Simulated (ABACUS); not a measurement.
# BN in ABACUS: the effect of basis

Crystal: BN.

```
N B
1.0
     2.48147    0.00000    0.00000
    -1.24074    2.14902    0.00000
     0.00000    0.00000    6.59116
N B
2 2
Direct
  0.66667 0.33333 0.25000
  0.33333 0.66667 0.75000
  0.66667 0.33333 0.75000
  0.33333 0.66667 0.25000
```

The cell isn't the ideal one: volume scaled by 0.98.

Alike in all runs:

```yaml
Program: ABACUS 3.10.1
Task: equation of state
Functional: PBE
Potentials_or_basis: PseudoDojo NC SR 0.4.1 PBE standard
k_mesh: 8 × 8 × 3
Occupations: fermi-dirac, width 0.05 eV
Spin: no spin polarisation
```

| basis | cutoff | gap on the mesh (eV) | pressure (GPa) |
| --- | --- | --- | --- |
| DZP | 1361 eV | ? | ? |
| TZDP | 1361 eV | 4.31 | 10.5 |
| pw | 1143 eV | 4.33 | 10.0 |

**Question.** What does the run with basis DZP give?

**Answer.** gap on the mesh 4.28 eV; pressure 12.3 GPa.

Caveats: an odd mesh through Γ misses points on the zone boundary, where band edges often lie; this functional lacks dispersion, which binds the layers, so the pressure and a relaxed spacing across them are unreliable; the atomic orbitals were generated for these runs and aren't a published set (some runs); the basis of atomic orbitals isn't converged, which shifts pressures, moduli and gaps (some runs); there are fewer bands than atomic start orbitals, so a level may be missed at k points of high symmetry (some runs).
